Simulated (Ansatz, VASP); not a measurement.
# Two plane-wave programs on MgO

```
Mg O
1.0
     0.00000    2.07958    2.07958
     2.07958    0.00000    2.07958
     2.07958    2.07958    0.00000
Mg O
1 1
Cartesian
  0.0000 0.0000 0.0000
  2.0796 2.0796 2.0796
```

Alike in both runs: functional LDA; k mesh 10 × 10 × 10; occupations gaussian, width 0.02 eV; no spin polarisation.

Ansatz relaxed the structure, and its values are those at the end. VASP's run is a single point on that final structure, the one shown.

|  | VASP | Ansatz |
| --- | --- | --- |
| version | VASP 6.6.1 | Ansatz 0.2.0 |
| potentials or method | VASP PAW LDA potentials, release 64 (Mg, O) | scalar-relativistic, plane waves, PAW |
| plane-wave cutoff (eV) | 520 | 420 |
| valence electrons in the cell | 8 | 16 |

VASP gave:

```
gap on the k mesh at the Fermi level (eV) : 5.04
least direct gap on the mesh (eV)         : 5.04
pressure (GPa)                            : -1.7
```

Question: What did Ansatz give for the same quantities?

Answer: gap on the k mesh at the Fermi level (eV): 5.03; least direct gap on the mesh (eV): 5.03; pressure (GPa): 0.0.

The two sets of potentials don't hold the same shells in valence.

A hybrid or GW would open this gap; LDA tends to underestimate it.
